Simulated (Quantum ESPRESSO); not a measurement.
A run of Quantum ESPRESSO 7.5:

File pw.in:

```
&CONTROL
  calculation = 'scf'
  prefix = 'pwscf'
  outdir = './tmp'
  pseudo_dir = './pseudo'
  tprnfor = .true.
  tstress = .true.
  disk_io = 'low'
/
&SYSTEM
  ibrav = 0
  nat = 2
  ntyp = 2
  ecutwfc = 80
  nbnd = 26
  occupations = 'smearing'
  smearing = 'mp'
  degauss = 0.00999582
/
&ELECTRONS
  conv_thr = 4d-10
  electron_maxstep = 120
  mixing_beta = 0.5
/
ATOMIC_SPECIES
Hg   200.5920 Hg.upf
Te   127.6000 Te.upf
CELL_PARAMETERS angstrom
   0.0000000000    3.2145000000    3.2145000000
   3.2145000000    0.0000000000    3.2145000000
   3.2145000000    3.2145000000    0.0000000000
ATOMIC_POSITIONS crystal
Hg     0.0000000000    0.0000000000    0.0000000000
Te     0.7500000000    0.7500000000    0.7500000000
K_POINTS automatic
7 7 7 0 0 0
```

The input relax.in:

```
&CONTROL
  calculation = 'vc-relax'
  prefix = 'pwscf'
  outdir = './tmp'
  pseudo_dir = './pseudo'
  tprnfor = .true.
  tstress = .true.
  disk_io = 'low'
  nstep = 40
  forc_conv_thr = 0.0001
  etot_conv_thr = 1d-06
/
&SYSTEM
  ibrav = 0
  nat = 2
  ntyp = 2
  ecutwfc = 80
  nbnd = 26
  occupations = 'smearing'
  smearing = 'mp'
  degauss = 0.00999582
/
&ELECTRONS
  conv_thr = 4d-10
  electron_maxstep = 120
  mixing_beta = 0.5
/
&IONS
  ion_dynamics = 'bfgs'
/
&CELL
  cell_dynamics = 'bfgs'
  press = 0
  press_conv_thr = 0.2
/
ATOMIC_SPECIES
Hg   200.5920 Hg.upf
Te   127.6000 Te.upf
CELL_PARAMETERS angstrom
   0.0000000000    3.2145000000    3.2145000000
   3.2145000000    0.0000000000    3.2145000000
   3.2145000000    3.2145000000    0.0000000000
ATOMIC_POSITIONS crystal
Hg     0.0000000000    0.0000000000    0.0000000000
Te     0.7500000000    0.7500000000    0.7500000000
K_POINTS automatic
7 7 7 0 0 0
```

File scf2.in:

```
&CONTROL
  calculation = 'scf'
  prefix = 'pwscf'
  outdir = './tmp'
  pseudo_dir = './pseudo'
  tprnfor = .true.
  tstress = .true.
  disk_io = 'low'
/
&SYSTEM
  ibrav = 0
  nat = 2
  ntyp = 2
  ecutwfc = 80
  nbnd = 26
  occupations = 'smearing'
  smearing = 'mp'
  degauss = 0.00999582
/
&ELECTRONS
  conv_thr = 1d-13
  electron_maxstep = 120
  mixing_beta = 0.5
  startingpot = 'file'
  startingwfc = 'file'
/
ATOMIC_SPECIES
Hg   200.5920 Hg.upf
Te   127.6000 Te.upf
CELL_PARAMETERS angstrom
   0.0000000000    3.2186198030    3.2186198030
   3.2186198030    0.0000000000    3.2186198030
   3.2186198030    3.2186198030    0.0000000000
ATOMIC_POSITIONS crystal
Hg     0.0000000000    0.0000000000    0.0000000000
Te     0.7500000000    0.7500000000    0.7500000000
K_POINTS automatic
7 7 7 0 0 0
```

ph.in

```
phonons of HgTe
&INPUTPH
  prefix = 'pwscf'
  outdir = './tmp'
  tr2_ph = 1d-16
  fildyn = 'dyn'
  niter_ph = 60
  alpha_mix(1) = 0.4
/
0.0000000000 0.0000000000 0.0000000000
```

File dynmat.in:

```
&INPUT
  fildyn = 'dyn'
  asr = 'crystal'
  filout = 'dynmat.disp'
  fileig = 'dynmat.eig'
/
```

Potentials or basis: PseudoDojo 0.4.1 SR LDA standard.

Launch:

```console
$ OMP_NUM_THREADS=1 pw.x -in pw.in > pw.out
$ OMP_NUM_THREADS=1 pw.x -in relax.in > relax.out
$ OMP_NUM_THREADS=1 pw.x -in scf2.in > scf2.out
$ OMP_NUM_THREADS=1 ph.x -in ph.in > ph.out
$ OMP_NUM_THREADS=1 dynmat.x -in dynmat.in > dynmat.out
```

Hardware: 1 thread of Arm Neoverse V1, on a shared host.

How long does it take, and how much memory?

Run time: 20 min on 1 thread of Arm Neoverse V1, with other jobs on the host, peak memory 0.14 GiB. Counts: scf iterations 45, k pools 1, bands 26, ion steps 5, k points 20, g dense 43599.
